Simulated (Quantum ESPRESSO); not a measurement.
# How MgO (Periclase) absorbs and reflects light, part 3 of 3

Wanted: where MgO (Periclase) starts to absorb, how strongly, and its refractive index. The cell comes from an older database entry, whose edges can differ from later determinations, mostly by under a per cent.

Quantum ESPRESSO 7.5; DFT, PBE, plane waves with norm-conserving potentials (PseudoDojo), scalar-relativistic, independent-particle optical response without local fields and without the non-local commutator.

So far. Step 2 (Ground state): There is a gap, 4.73 eV on this mesh (points off the mesh can give less), so no carriers' term is needed.

The database entry behind the starting cell differs from later determinations by our own check (about 0.1 % long), so it need not match the best structure at ambient conditions.

### 5. Dielectric function

With the density converged, the vertical transitions are summed over the zone.

This step: DFT, PBE, plane waves with norm-conserving potentials (PseudoDojo), scalar-relativistic, independent-particle optical response without local fields and without the non-local commutator (Quantum ESPRESSO 7.5).

epsilon.in reads:

```
&inputpp
  prefix = 'x'
  outdir = './tmp'
  calculation = 'eps'
/
&energy_grid
  smeartype = 'gauss'
  intersmear = 0.4
  wmin = 0.0
  wmax = 22
  nw = 500
/
```

Launch:

```console
$ mpirun -n 4 epsilon.x -nk 4 -in epsilon.in
```

Output:

```text
[banner, memory and clock lines left out]

     Broadcasting variables...

     IMPORTANT: XC functional enforced from input :
     Exchange-correlation= PBE
                           (   1   4   3   4   0   0   0)
     Any further DFT definition will be discarded

     G-vector sticks info

     Fermi energy [eV] is:  8.01056
     The system is a dielectric...
     metallic system: redefining wmin =     0.000000

     Performing eps calculation...

     xx,yy,zz plasmon frequences [eV] are:    19.100084302   19.100084457   19.100084931
```

The job ended after 1.8 s (4 MPI ranks of Arm Neoverse V2, shared host; peak memory 0.04 GiB; 6.8 s of CPU time).

Numbers from this step:

| Item | Value |
| --- | --- |
| electronic dielectric constant ε∞, mean over x, y and z (by symmetry where fewer were run) | 4.028 |
| main peak of Im epsilon, first axis | 11.03 eV |

Some rows of epsi_x.dat:

```text
# energy grid [eV]     epsi_x  epsi_y  epsi_z
#
    0.176352705    0.002476789    0.002476790    0.002476790
    1.234468938    0.018320537    0.018320539    0.018320545
    2.292585170    0.039666339    0.039666343    0.039666354
    3.350701403    0.079567190    0.079567195    0.079567211
    4.408817635    0.249437357    0.249437363    0.249437385
    5.466933868    1.431577276    1.431577284    1.431577312
    6.525050100    2.287141807    2.287141817    2.287141851
    7.583166333    3.007391975    3.007391987    3.007392027
    8.641282565    4.664826675    4.664826686    4.664826736
    9.699398798    4.583613988    4.583614003    4.583614056
   10.757515030    5.432833830    5.432833849    5.432833908
   11.815631263    4.038575866    4.038575888    4.038575959
   12.873747495    2.942193998    2.942194025    2.942194103
   13.931863727    2.816283633    2.816283662    2.816283752
   14.989979960    3.584300035    3.584300067    3.584300169
   16.048096192    2.591770152    2.591770189    2.591770305
   17.106212425    2.341180433    2.341180476    2.341180608
   18.164328657    2.151874015    2.151874065    2.151874216
   19.222444890    0.858661768    0.858661826    0.858661996
   20.280561122    0.663191102    0.663191168    0.663191364
   21.338677355    0.584472576    0.584472653    0.584472881
```

The Im ε, any direction has structure finer than the step of the table below, so its rows give means over 1 eV, whole bins alone (the curve runs from 0 to 22 eV). Peaks (eV: height): 8.9: 5.72, 11.0: 6.80, 15.1: 3.65.

Values under the direct gap are tails of Lorentzian lines. The Im ε, any direction by photon energy; means over each step:

photon energy (eV), Im ε, any direction and a bar:
```
        1       0.01 
        2       0.03 
        3       0.06 
        4       0.16 #
        5       0.95 #####
        6       1.88 ##########
        7       2.58 #############
        8       3.68 ###################
        9       5.09 ###########################
       10       4.61 ########################
       11       5.75 ##############################
       12       4.07 #####################
       13       2.86 ###############
       14       2.70 ##############
       15       3.34 #################
       16       2.79 ##############
       17       2.40 ############
       18       2.17 ###########
       19       1.05 #####
       20       0.69 ####
       21       0.69 ####
```

Re ε, any direction against photon energy:

photon energy (eV), Re ε, any direction and a bar from the least value:
```
      0.0       4.03 ######################
      0.5       4.04 ######################
      1.0       4.06 #######################
      1.5       4.11 #######################
      2.0       4.18 #######################
      2.5       4.28 #######################
      3.0       4.41 ########################
      3.5       4.59 #########################
      4.0       4.86 ##########################
      4.5       5.32 ############################
      5.0       5.84 ##############################
      5.5       5.62 #############################
      6.0       5.10 ###########################
      6.5       5.71 #############################
      7.0       4.74 #########################
      7.5       5.47 ############################
      8.0       5.29 ############################
      8.5       4.85 ##########################
      9.0       3.38 ####################
      9.5       2.81 #################
     10.0       3.13 ###################
     10.5       2.75 #################
     11.0       2.07 ##############
     11.5      -0.18 #####
     12.0       0.09 ######
     12.5      -0.18 #####
     13.0       0.07 ######
     13.5       0.51 ########
     14.0       0.70 ########
     14.5       0.78 #########
     15.0       0.71 ########
     15.5      -0.35 ####
     16.0      -0.54 ###
     16.5      -0.37 ####
     17.0      -0.53 ###
     17.5      -0.56 ###
     18.0      -1.07 #
     18.5      -1.28 
     19.0      -1.04 #
     19.5      -0.70 ##
     20.0      -0.51 ###
     20.5      -0.24 ####
     21.0      -0.34 ####
     21.5      -0.17 #####
     22.0      -0.15 #####
```

Values under the direct gap are tails of Lorentzian lines. The loss function −Im 1/ε at q → 0, any direction by energy loss; read off at these points:

```csv
energy loss (eV),"loss function −Im 1/ε at q → 0, any direction"
0.0,0
1.0,8.8e-4
2.0,0.00188
3.0,0.00321
4.0,0.00589
5.0,0.0283
6.0,0.0738
7.0,0.0893
8.0,0.0856
9.0,0.132
10.0,0.149
11.0,0.135
12.0,0.249
13.0,0.339
13.4,0.409
14.0,0.331
15.0,0.268
16.0,0.362
17.0,0.399
18.0,0.335
19.0,0.479
20.0,0.976
20.4,1.26
21.0,1.15
21.6,1.58
22.0,1.58
```

The reflectivity at normal incidence, any direction has structure finer than the step of the table below, so its rows give means over 0.5 eV, whole bins alone (the curve runs from 0 to 22 eV). Peaks (eV: height): 8.91: 26.0, 11.24: 32.8, 18.87: 47.0, 21.12: 31.8.

The reflectivity at normal incidence, any direction by photon energy; means over each step:

```csv
photon energy (eV),"reflectivity at normal incidence, any direction (%)"
0.5,11.2
1.0,11.3
1.5,11.5
2.0,11.8
2.5,12.1
3.0,12.6
3.5,13.2
4.0,14.2
4.5,15.7
5.0,17.3
5.5,17.5
6.0,17.3
6.5,18.5
7.0,18.0
7.5,19.6
8.0,21.0
8.5,23.5
9.0,24.7
9.5,23.2
10.0,22.6
10.5,22.2
11.0,30.1
11.5,32.1
12.0,28.0
12.5,26.9
13.0,23.5
13.5,18.3
14.0,18.5
14.5,17.9
15.0,22.2
15.5,27.8
16.0,27.6
16.5,26.6
17.0,27.5
17.5,27.8
18.0,35.0
18.5,44.3
19.0,46.5
19.5,42.1
20.0,38.9
20.5,27.3
21.0,30.1
21.5,26.6
```

The refractive index n and extinction k by photon energy:

```
photon energy (eV)      n        k
                 0   2.01        0
                 1   2.02  0.00361
                 2   2.04  0.00802
                 3   2.10   0.0149
                 4   2.21   0.0316
                 5   2.43    0.205
                 6   2.31    0.501
                 7   2.25    0.582
                 8   2.41    0.701
                 9   2.22     1.25
                10   2.09     1.10
                11   2.14     1.58
                12   1.43     1.40
                13   1.23     1.20
                14   1.35     1.06
                15   1.48     1.22
                16   1.04     1.27
                17  0.978     1.22
                18  0.918     1.38
                19  0.444     1.11
                20  0.372    0.803
                21  0.472    0.751
                22  0.481    0.619
```

Optical constants at common wavelengths, from n + ik = √ε:

| wavelength (nm) | n | k | R (%) | 1/α |
| --- | --- | --- | --- | --- |
| 1064 | 2.02 | 0.004 | 11.4 | 20 µm |
| 633 | 2.04 | 0.008 | 11.7 | 6.5 µm |
| 532 | 2.06 | 0.010 | 12.0 | 4.3 µm |
| 450 | 2.08 | 0.013 | 12.3 | 2.8 µm |
| 365 | 2.13 | 0.019 | 13.1 | 1.5 µm |
| 248 | 2.43 | 0.204 | 17.6 | 96 nm |
| 193 | 2.42 | 0.407 | 18.4 | 38 nm |

Below the direct gap, k and the depth come from the tails of the Lorentzian lines, not from transitions.

Rows near the edge hang on the gap, which this functional as a rule makes too small, and phonon-assisted absorption is left out.

### 6. Summary of results

```json
{
 "electronic dielectric constant ε∞, mean over x, y and z (by symmetry where fewer were run) (independent particles)": "4.03",
 "main peak of Im epsilon, first axis": "11.0 eV"
}
```

In words: At this level (PBE, independent particles) MgO has ε∞ = 4.03 and n = 2.01 at 1550 nm, and Im ε peaks at 11.0 eV. Distinct maxima of Im ε, read by a parabola through the highest points, lie at 8.91 eV (5.7), 10.16 eV (5.0), 11.03 eV (6.8) and 15.11 eV (3.7). Excitons and phonon-assisted transitions are missing, and so are local fields; PBE gaps are as a rule too small, which pulls the onset down and ε∞ up. epsilon.x leaves out the commutator of the non-local potential, so its intensities are off, as a rule too high. The sum runs over mesh points, so small or evenly spaced maxima can still be ripples of the mesh.

[Machine, clock, banner and «Message from routine» lines are left out of the logs.]

[Logs are printed without paths, hosts, clocks, repeated set-up lines and the standing remarks that a program may print on its own settings, such as how far it seeks lower states.]

[Hosts, paths, dates, database ids (printed as entryN), source tags and the programs' standing remarks are cut or masked in the printed files.]
